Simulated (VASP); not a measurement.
# TiTe (Fm-3m) in VASP: convergence with k mesh

Aim: find how far k mesh must go before the results for TiTe settle, at LDA. This setting moves, with any that are tied to it; all else stays.

All numbers are computed with VASP 6.6.1; they aren't measurements. Logs are shortened: lines on timing, memory, paths and dates and some standing lists are left out, and cuts for length are marked.

### 1 The crystal as given

It takes space group Fm-3m (No. 225, cubic). The conventional cell has a = 6.100 Å, b = 6.100 Å, c = 6.100 Å, α = 90.00°, β = 90.00°, γ = 90.00°. Around Ti (site symmetry m-3m) lie 6 Te at 3.05 Å. Te (site symmetry m-3m) has 6 Ti at 3.05 Å as nearest neighbours.

The cell comes from a database or a generator and needn't be the stable form of this composition.

### 2 With k mesh 2 × 2 × 2

The input, INCAR:

```
  PREC = Accurate
  ENCUT = 500
  EDIFF = 1E-6
  ISMEAR = 0
  SIGMA = 0.02
  LREAL = F
  LASPH = T
  NELM = 80
  ALGO = Normal
  ISIF = 2
  LWAVE = F
  LCHARG = F
```

The input, KPOINTS:

```
regular mesh
0
Gamma
  2 2 2
```

The input, POSCAR:

```
TiTe
1.0
    0.0000000000      3.0500668100      3.0500668100
    3.0500668100      0.0000000000      3.0500668100
    3.0500668100      3.0500668100      0.0000000000
Ti Te
1 1
Direct
    0.5000000000      0.5000000000      0.5000000000
    0.0000000000      0.0000000000      0.0000000000
```

Potentials or basis: VASP PAW LDA potentials, release 64 (Ti, Te).

The run is started by

```sh
$ cat potpaw_LDA.64/Ti/POTCAR potpaw_LDA.64/Te/POTCAR > POTCAR
$ mpirun -np 1 vasp_std > vasp.out
```

It took 2.8 s on 1 thread of Intel Xeon Platinum 8488C (Sapphire Rapids), shared host; peak memory 0.14 GiB.

What came out:

```yaml
Free_energy: -11.8633 eV
Pressure: -13.9 GPa
```

### 3 With k mesh 3 × 3 × 3

INCAR is that of step 2.

The input, KPOINTS:

```
regular mesh
0
Gamma
  3 3 3
```

POSCAR is that of step 2.

Potentials or basis: VASP PAW LDA potentials, release 64 (Ti, Te).

The run is started by

```sh
$ cat potpaw_LDA.64/Ti/POTCAR potpaw_LDA.64/Te/POTCAR > POTCAR
$ mpirun -np 1 vasp_std > vasp.out
```

Wall time 3.3 s (1 thread of Intel Xeon Platinum 8488C (Sapphire Rapids), shared host); peak memory 0.15 GiB.

What came out:

```yaml
Free_energy: -12.1758 eV
Pressure: -14.6 GPa
```

### 4 With k mesh 4 × 4 × 4

INCAR is that of step 3.

The input, KPOINTS:

```
regular mesh
0
Gamma
  4 4 4
```

POSCAR is that of step 3.

The run is started by

```sh
$ cat potpaw_LDA.64/Ti/POTCAR potpaw_LDA.64/Te/POTCAR > POTCAR
$ mpirun -np 1 vasp_std > vasp.out
```

Run time: 4.4 s. Hardware: 1 thread of Intel Xeon Platinum 8488C (Sapphire Rapids), shared host; peak memory 0.15 GiB.

Results:

| Property | Result |
| --- | --- |
| Free energy | -12.2761 eV |
| Pressure | -15.1 GPa |

### 5 With k mesh 6 × 6 × 6

INCAR is that of step 4.

The input, KPOINTS:

```
regular mesh
0
Gamma
  6 6 6
```

POSCAR is that of step 4.

The run is started by

```sh
$ cat potpaw_LDA.64/Ti/POTCAR potpaw_LDA.64/Te/POTCAR > POTCAR
$ mpirun -np 1 vasp_std > vasp.out
```

Run time: 6.5 s. Hardware: 1 thread of Intel Xeon Platinum 8488C (Sapphire Rapids), shared host; peak memory 0.15 GiB.

Results:

```yaml
Free_energy: -12.2252 eV
Pressure: -14.8 GPa
```

### 6 With k mesh 7 × 7 × 7

INCAR is that of step 5.

The input, KPOINTS:

```
regular mesh
0
Gamma
  7 7 7
```

POSCAR is that of step 5.

Potentials or basis: VASP PAW LDA potentials, release 64 (Ti, Te).

The run is started by

```sh
$ cat potpaw_LDA.64/Ti/POTCAR potpaw_LDA.64/Te/POTCAR > POTCAR
$ mpirun -np 1 vasp_std > vasp.out
```

It took 7.3 s on 1 thread of Intel Xeon Platinum 8488C (Sapphire Rapids), shared host; peak memory 0.15 GiB.

What came out:

```yaml
Free_energy: -12.2313 eV
Pressure: -14.9 GPa
```

### 7 With k mesh 9 × 9 × 9

INCAR is that of step 6.

The input, KPOINTS:

```
regular mesh
0
Gamma
  9 9 9
```

POSCAR is that of step 6.

The run is started by

```sh
$ cat potpaw_LDA.64/Ti/POTCAR potpaw_LDA.64/Te/POTCAR > POTCAR
$ mpirun -np 1 vasp_std > vasp.out
```

Wall time 13 s (1 thread of Intel Xeon Platinum 8488C (Sapphire Rapids), shared host); peak memory 0.16 GiB.

What came out:

```yaml
Free_energy: -12.2255 eV
Pressure: -14.8 GPa
```

### 8 With k mesh 10 × 10 × 10

INCAR is that of step 7.

The input, KPOINTS:

```
regular mesh
0
Gamma
  10 10 10
```

POSCAR is that of step 7.

The run is started by

```sh
$ cat potpaw_LDA.64/Ti/POTCAR potpaw_LDA.64/Te/POTCAR > POTCAR
$ mpirun -np 1 vasp_std > vasp.out
```

It took 16 s on 1 thread of Intel Xeon Platinum 8488C (Sapphire Rapids), shared host; peak memory 0.17 GiB.

Results:

* Free energy: -12.2329 eV
* Pressure: -14.9 GPa

### 9 With k mesh 12 × 12 × 12

INCAR is that of step 8.

The input, KPOINTS:

```
regular mesh
0
Gamma
  12 12 12
```

POSCAR is that of step 8.

Potentials or basis: VASP PAW LDA potentials, release 64 (Ti, Te).

The run is started by

```sh
$ cat potpaw_LDA.64/Ti/POTCAR potpaw_LDA.64/Te/POTCAR > POTCAR
$ mpirun -np 1 vasp_std > vasp.out
```

OUTCAR:

```text
PREC = Accurate
   ENCUT = 500
   EDIFF = 1E-6
   ISMEAR = 0
   LREAL = F
   LASPH = T
   NELM = 80
   ISIF = 2

 ion  position               nearest neighbor table
   1  0.500  0.500  0.500-   2 3.05   2 3.05   2 3.05   2 3.05   2 3.05   2 3.05
   2  0.000  0.000  0.000-   1 3.05   1 3.05   1 3.05   1 3.05   1 3.05   1 3.05

  LATTYP: Found a face centered cubic cell.
 ALAT       =     6.1001336200

  Lattice vectors:

 A1 = (   0.0000000000,   3.0500668100,   3.0500668100)
 A2 = (   3.0500668100,   0.0000000000,   3.0500668100)
 A3 = (   3.0500668100,   3.0500668100,   0.0000000000)

Analysis of symmetry for initial positions (statically):
=====================================================================
 Subroutine PRICEL returns:
 Original cell was already a primitive cell.

 Routine SETGRP: Setting up the symmetry group for a
 face centered cubic supercell.

 Subroutine GETGRP returns: Found 48 space group operations
 (whereof 48 operations were pure point group operations)
 out of a pool of 48 trial point group operations.

The static configuration has the point symmetry O_h .

Analysis of symmetry for dynamics (positions and initial velocities):
=====================================================================
 Subroutine PRICEL returns:
 Original cell was already a primitive cell.

 Routine SETGRP: Setting up the symmetry group for a
 face centered cubic supercell.

 Subroutine GETGRP returns: Found 48 space group operations
 (whereof 48 operations were pure point group operations)
 out of a pool of 48 trial point group operations.

The dynamic configuration has the point symmetry O_h .

 Subroutine INISYM returns: Found 48 space group operations
 (whereof 48 operations are pure point group operations),
 and found     1 'primitive' translations

----------------------------------------------------------------------------------------

                                     Primitive cell

  volume of cell :      56.7490

  direct lattice vectors                    reciprocal lattice vectors
     0.000000000  3.050066810  3.050066810    -0.163930835  0.163930835  0.163930835
     3.050066810  0.000000000  3.050066810     0.163930835 -0.163930835  0.163930835
     3.050066810  3.050066810  0.000000000     0.163930835  0.163930835 -0.163930835

  length of vectors
     4.313445849  4.313445849  4.313445849     0.283936536  0.283936536  0.283936536

  position of ions in fractional coordinates (direct lattice)
     0.500000000  0.500000000  0.500000000
     0.000000000  0.000000000  0.000000000

  ion indices of the primitive-cell ions
   primitive index   ion index
                 1           1
                 2           2

----------------------------------------------------------------------------------------

 KPOINTS: regular mesh

Automatic generation of k-mesh.
 Grid dimensions read from file:
 generate k-points for:   12   12   12

 Generating k-lattice:

  Cartesian coordinates                     Fractional coordinates (reciprocal lattice)
    -0.013660903  0.013660903  0.013660903     0.083333333  0.000000000  0.000000000
     0.013660903 -0.013660903  0.013660903     0.000000000  0.083333333  0.000000000
     0.013660903  0.013660903 -0.013660903     0.000000000  0.000000000  0.083333333

  Length of vectors
     0.023661378  0.023661378  0.023661378

  Shift w.r.t. Gamma in fractional coordinates (k-lattice)
     0.000000000  0.000000000  0.000000000

 Subroutine IBZKPT returns following result:
 ===========================================

 Found     72 irreducible k-points:

 Following reciprocal coordinates:
            Coordinates               Weight
  0.000000  0.000000  0.000000      1.000000
  0.083333  0.000000  0.000000      8.000000
  0.166667  0.000000  0.000000      8.000000
  0.250000  0.000000  0.000000      8.000000
  0.333333  0.000000  0.000000      8.000000
  0.416667  0.000000  0.000000      8.000000
[... 16 lines left out ...]
  0.500000  0.166667  0.000000     24.000000
 -0.416667  0.166667  0.000000     24.000000
 [... further k-points ...]
   k-points           NKPTS =     72   k-points in BZ     NKDIM =     72   number of bands    NBANDS=      9
   number of dos      NEDOS =    301   number of ions     NIONS =      2
   total plane-waves  NPLWV =  32768
   dimension x,y,z NGX =    32 NGY =   32 NGZ =   32
   dimension x,y,z NGXF=    64 NGYF=   64 NGZF=   64
   ions per type =               1   1
   NGX,Y,Z   is equivalent  to a cutoff of  12.33, 12.33, 12.33 a.u.
   NGXF,Y,Z  is equivalent  to a cutoff of  24.67, 24.67, 24.67 a.u.
 SYSTEM =  unknown system
   PREC   = accura    normal or accurate (medium, high low for compatibility)
   ISTART =      0    job   : 0-new  1-cont  2-samecut
   ICHARG =      2    charge: 1-file 2-atom 10-const
   ISPIN  =      1    spin polarized calculation?
   LNONCOLLINEAR =      F non collinear calculations
   LSORBIT =      F    spin-orbit coupling
   LASPH  =      T    aspherical Exc in radial PAW
   ENCUT  =  500.0 eV  36.75 Ry    6.06 a.u.   7.86  7.86  7.86*2*pi/ulx,y,z
   NELM   =     80;   NELMIN=  2; NELMDL= -5     # of ELM steps
   EDIFF  = 0.1E-05   stopping-criterion for ELM
   LREAL  =      F    real-space projection
   EDIFFG = 0.1E-04   stopping-criterion for IOM
   NSW    =      0    number of steps for IOM
   IBRION =     -1    ionic relax: 0-MD 1-quasi-New 2-CG
   NFREE  =      0    steps in history (QN), initial steepest desc. (CG)
   ISIF   =      2    stress and relaxation
   ISYM   =      2    0-nonsym 1-usesym 2-fastsym
   POTIM  = 0.5000    time-step for ionic-motion
   TEBEG  =    0.0;   TEEND  =   0.0 temperature during run
   PSTRESS=    0.0 pullay stress
   NELECT =      10.0000    total number of electrons
   NUPDOWN=      -1.0000    fix difference up-down
   EMIN   =  10.00;   EMAX   =-10.00  energy-range for DOS
   EFERMI =   0.00;   METHOD = LEGACY
   ISMEAR =     0;   SIGMA  =   0.02  broadening in eV -4-tet -1-fermi 0-gaus
   EFERMI_NEDOS =   21; number of points for ismear=-14 and -15
   IALGO  =     38    algorithm
   IMIX   =      4    mixing-type and parameters
     AMIX     =   0.40;   BMIX     =  1.00
     AMIX_MAG =   1.60;   BMIX_MAG =  1.00
  volume/ion in A,a.u.               =      28.37       191.48
  Fermi-wavevector in a.u.,A,eV,Ry     =   0.917816  1.734420 11.461353  0.842386
  Thomas-Fermi vector in A             =   2.042827
   LORBIT       =      0    0 simple, 1 ext, 2 COOP (PROOUT), +10 PAW based schemes
   GGA     = CA    functional components
   LHFCALC =     F    Hartree Fock is set to
   AEXX    =    0.0000 exact exchange contribution
   IVDW    =     0    specifies the selected vdW correction
   LEPSILON=     F    determine dielectric tensor
   LRPA    =     F    only Hartree local field effects (RPA)
 non-spin polarized calculation
 Gauss-broadening in eV      SIGMA  =   0.02
  energy-cutoff  :      500.00
  volume of cell :       56.75
 maximum number of plane-waves:      1459
   NGX = 15   NGY = 15   NGZ = 15

 number of electron      10.0000000 magnetization

 Free energy of the ion-electron system (eV)
  ---------------------------------------------------
  ext. energy  EPLUGINS =         0.00000000
  ---------------------------------------------------
  free energy    TOTEN  =       -12.23217444 eV

  energy without entropy =      -12.23118954  energy(sigma->0) =      -12.23168199

 E-fermi :   4.7764     XC(G=0):  -9.6148

 val. band max:        4.7734370810   @ k =   0.3333   0.1667   0.0833
 cond. band min:       4.7830027228   @ k =   0.5000   0.5000   0.0000
 fundamental gap:      0.0095656418
 Fermi energy:         4.7764083502

 k-point     1 :       0.0000    0.0000    0.0000
  band No.  band energies     occupation
      1      -7.6989      2.00000
      2       3.4206      2.00000
      3       3.4206      2.00000
      4       3.4206      2.00000
      5       4.3420      2.00000
      6       4.3420      2.00000
      7       4.3420      2.00000
      8       4.4541      2.00000
      9       4.4541      2.00000

 k-point     2 :       0.0833    0.0000    0.0000
  band No.  band energies     occupation
      1      -7.6500      2.00000
      2       2.8312      2.00000
      3       3.1390      2.00000
      4       3.1390      2.00000
      5       4.3949      2.00000
      6       4.3949      2.00000
      7       4.4841      2.00000
      8       4.7695      1.37458
      9       4.7695      1.37458
[... 253 lines left out ...]
 k-point    24 :      -0.4167    0.1667    0.0000
  band No.  band energies     occupation
      1      -6.7551      2.00000
      2      -0.4796      2.00000
      3       1.3255      2.00000
      4       1.7162      2.00000
      5       4.9442      0.00000
      6       5.0250      0.00000
      7       5.1071      0.00000
      8       5.9667      0.00000
      9       6.6600      0.00000

 [... further k-points ...]
[... 5 lines left out ...]
  --------------------------------------------------------------------------------------
  -------------------------------------------------------------------------------------
  Total       -5.2508682     -5.2508682     -5.2508682      0.0000000      0.0000000      0.0000000
  in kB     -148.2462276   -148.2462276   -148.2462276      0.0000000      0.0000000      0.0000000
  external PRESSURE =    -148.2462276 kB  Pullay stress =       0.0000000 kB

 VOLUME and BASIS-vectors are now :
 -----------------------------------------------------------------------------
  energy-cutoff  :      500.00
  volume of cell :       56.75
      direct lattice vectors                 reciprocal lattice vectors
     0.000000000  3.050066810  3.050066810    -0.163930835  0.163930835  0.163930835
     3.050066810  0.000000000  3.050066810     0.163930835 -0.163930835  0.163930835
     3.050066810  3.050066810  0.000000000     0.163930835  0.163930835 -0.163930835

 POSITION                                       TOTAL-FORCE (eV/Angst)
 -----------------------------------------------------------------------------------
      3.05007      3.05007      3.05007        -0.000000     -0.000000     -0.000000
      0.00000      0.00000      0.00000         0.000000      0.000000      0.000000
 -----------------------------------------------------------------------------------
    total drift:                                0.000000     -0.000000     -0.000000

  FREE ENERGIE OF THE ION-ELECTRON SYSTEM (eV)
  ---------------------------------------------------
  free  energy   TOTEN  =       -12.2321744395 eV

  energy  without entropy=      -12.2311895411  energy(sigma->0) =      -12.23168199
```

Run time: 22 s. Hardware: 1 thread of Intel Xeon Platinum 8488C (Sapphire Rapids), shared host; peak memory 0.18 GiB.

What came out:

```
Free energy : -12.2322 eV
Pressure    : -14.8 GPa
```

### 10 Result

| k mesh | energy less the tightest run, at zero smearing (meV/atom) | pressure (GPa) | SCF cycles | CPU time (s) | peak memory (GiB) |
| --- | --- | --- | --- | --- | --- |
| 2 × 2 × 2 | 184.21 | -13.95 | 13 | 2.4 | 0.14 |
| 3 × 3 × 3 | 28.49 | -14.55 | 12 | 2.9 | 0.15 |
| 4 × 4 × 4 | -21.84 | -15.06 | 13 | 4 | 0.15 |
| 6 × 6 × 6 | 3.85 | -14.81 | 13 | 6.2 | 0.15 |
| 7 × 7 × 7 | 0.68 | -14.89 | 13 | 6.9 | 0.15 |
| 9 × 9 × 9 | 3.50 | -14.81 | 13 | 12 | 0.16 |
| 10 × 10 × 10 | -0.38 | -14.87 | 13 | 15 | 0.17 |
| 12 × 12 × 12 | 0.00 | -14.82 | 13 | 22 | 0.18 |

Against the tightest run, the energy stays within 1 meV/atom from 10 × 10 × 10 on; the pressure stays within 0.1 GPa from 6 × 6 × 6 on. Meshes of other sizes hit other points, so gaps and Fermi surfaces needn't settle smoothly. The tightest run that finished is the yardstick and may itself not be fully converged.

Caveats: the bands computed are all filled at some k points, so no gap is given.
